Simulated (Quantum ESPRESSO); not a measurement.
The system is HfC.

```
Hf C
1.0
     0.00000    2.32500    2.32500
     2.32500    0.00000    2.32500
     2.32500    2.32500    0.00000
Hf C
1 1
Direct
  0.50000 0.50000 0.50000
  0.00000 0.00000 0.00000
```

Base run:

| Item | Value |
| --- | --- |
| Program | Quantum ESPRESSO 7.5 |
| Functional | PBE |
| Potentials or basis | SSSP 1.3 efficiency PBE |
| Cutoff | 816 eV |
| Density cutoff | 5987 eV |
| k mesh | 10 × 10 × 10 |
| Occupations | fermi-dirac, width 0.05 eV |
| Spin | no spin polarisation |
| Hubbard terms | Hf d U = 8 eV |

Its results: band gap on the k mesh none (metal or under the smearing width); pressure 16.2 GPa.

The run is repeated on the same cell with these changes: hubbard terms from Hf d U = 8 eV to Hf d U = 1 eV. What comes out?

Band gap on the k mesh none (metal or under the smearing width); pressure 2.0 GPa.

Caveats: U without spin polarisation on a metal has little footing; the U is typed as a test and isn't derived for this compound.
